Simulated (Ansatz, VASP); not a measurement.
## BaTe: VASP beside Ansatz

```
CELL_PARAMETERS angstrom
4.89785 0.00000 0.00000
-2.44892 4.24166 0.00000
0.00000 0.00000 8.58992
ATOMIC_POSITIONS crystal
Ba 0.00000 0.00000 0.00000
Ba 0.00000 0.00000 0.50000
Te 0.33333 0.66667 0.75000
Te 0.66667 0.33333 0.25000
```

Alike in both runs: functional PBE; k mesh 6 × 6 × 4; occupations gaussian, width 0.02 eV; no spin polarisation.

Ansatz relaxed the structure, and its values are those at the end. VASP's run is a single point on that final structure, the one shown.

|  | VASP | Ansatz |
| --- | --- | --- |
| version | VASP 6.6.1 | Ansatz 0.2.0 |
| potentials or method | VASP PAW PBE potentials, release 64 (Ba_sv, Te) | scalar-relativistic, plane waves, PAW |
| plane-wave cutoff (eV) | 520 | 420 |
| valence electrons in the cell | 32 | 52 |

Ansatz gave:

- gap on the k mesh at the Fermi level (eV): 1.75
- least direct gap on the mesh (eV): 1.80
- pressure (GPa): 0.0

Problem. What did VASP give for the same quantities?

Solution. gap on the k mesh at the Fermi level (eV): 1.67; least direct gap on the mesh (eV): 1.72; pressure (GPa): 0.3.

The two sets of potentials don't hold the same shells in valence.

Caveats: spin-orbit coupling is left out, which moves the levels of the heavy elements. A k mesh can miss the band edges. As with any semilocal functional, this PBE gap is likely too small.
